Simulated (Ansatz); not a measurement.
Runs of Ansatz 0.2.0 on MgO. The structure is hexagonal, space group P6_3mc (No. 186). The conventional cell has a = 3.308 Å, b = 3.308 Å, c = 4.983 Å, α = 90.00°, β = 90.00°, γ = 120.00°. Around Mg (site symmetry 3m) lie 4 O at 1.97 to 1.99 Å. O (site symmetry 3m) is surrounded by 4 Mg at 1.97 to 1.99 Å. Measurements of this composition are mostly on another form, of space group No. 225.

```csv
task,level,cutoff (eV),points for each segment of the path,gap on the mesh (eV),pressure (GPa),V0 of scaled cells (Å³/atom),B0 (GPa),largest force (eV/Å)
equation of state,r2SCAN,500,-,-,-,(b),127,-
band structure,PBEsol,420,14,3.34,0.3,-,-,0.01
band structure,r2SCAN,500,14,4.14,(d),-,-,0.03
band structure,PBE,420,14,(c),3.3,-,-,0.01
equation of state,PBEsol,420,-,-,-,(a),121,-
```

Alike in all rows: potentials or basis Ansatz PAW; no spin polarisation; cell as given; k mesh 9 × 9 × 6; smearing fermi-dirac 0.05 eV.

Task: Estimate the missing entries.

Result: (a) 11.84; (b) 11.75; (c) 3.48; (d) -0.6.

Caveats: the cell was scaled at fixed shape and fractional positions, which overstates the stiffness of a crystal with free parameters, most of all of layers and chains (some runs); the PAW data sets come from PBE, with cores solved anew for the run's functional, which leaves a small shift of forces and pressure (some runs); the PAW data sets were made with another functional, which shifts forces and pressure a little (some runs).

